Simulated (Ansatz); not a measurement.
Level of theory: Ansatz, DFT PBE, scalar-relativistic, plane waves, PAW.

Structure of LiCl:

```
CELL_PARAMETERS angstrom
3.92538 0.00000 0.00000
-1.96269 3.39948 0.00000
0.00000 0.00000 6.28939
ATOMIC_POSITIONS crystal
Li 0.66667 0.33333 0.87779
Li 0.33333 0.66667 0.37779
Cl 0.66667 0.33333 0.49721
Cl 0.33333 0.66667 0.99721
```

Plane waves to 420 eV, a k mesh through Γ of 9×9×4 on the computed 4-atom cell and Gaussian smearing (0.02 eV); no spin polarisation.

Levels along Γ–M–K–Γ–A–L–H–A | L–M | H–K, in eV from a zero inside the gap, sorted by energy at each point. Points in fractions of the primitive reciprocal vectors: Γ (0.000 0.000 0.000), M (0.500 0.000 0.000), K (0.333 0.333 0.000), A (0.000 0.000 0.500), L (0.500 0.000 0.500), H (0.333 0.333 0.500).
```tsv
point	k (1/Å, with 2π)	band 7	band 8	band 9	band 10	band 11	band 12	band 13
Γ	0.000	-3.36	-3.04	-3.04	-2.97	2.97	5.18	6.92
-	0.462	-3.77	-3.63	-3.17	-3.15	4.08	5.87	6.26
M	0.924	-4.10	-3.87	-3.54	-3.31	4.85	4.98	6.07
-	1.191	-4.13	-3.93	-3.63	-3.53	4.91	5.61	6.21
K	1.458	-4.16	-3.92	-3.77	-3.77	4.77	6.40	6.96
-	1.991	-4.03	-3.59	-3.33	-3.21	4.44	5.86	6.62
Γ	2.525	-3.36	-3.04	-3.04	-2.97	2.97	5.18	6.92
-	2.775	-3.31	-3.31	-3.09	-3.09	3.39	4.97	6.93
A	3.024	-3.20	-3.20	-3.20	-3.20	4.27	4.27	7.13
-	3.486	-3.55	-3.55	-3.41	-3.41	4.61	4.61	6.76
L	3.948	-3.60	-3.60	-3.54	-3.54	4.40	4.40	6.88
-	4.215	-3.96	-3.96	-3.41	-3.41	4.86	4.86	6.73
H	4.482	-4.36	-4.36	-3.38	-3.38	5.68	5.68	5.87
-	5.016	-3.66	-3.66	-3.43	-3.43	4.78	4.78	6.67
A	5.549	-3.20	-3.20	-3.20	-3.20	4.27	4.27	7.13
L	5.549	-3.60	-3.60	-3.54	-3.54	4.40	4.40	6.88
-	5.799	-3.88	-3.79	-3.46	-3.40	4.42	4.82	6.90
M	6.049	-4.10	-3.87	-3.54	-3.31	4.85	4.98	6.07
H	6.049	-4.36	-4.36	-3.38	-3.38	5.68	5.68	5.87
-	6.298	-4.34	-4.06	-3.54	-3.54	5.13	6.17	6.17
K	6.548	-4.16	-3.92	-3.77	-3.77	4.77	6.40	6.96
```

This wurtzite form isn't the usual stable structure of the compound.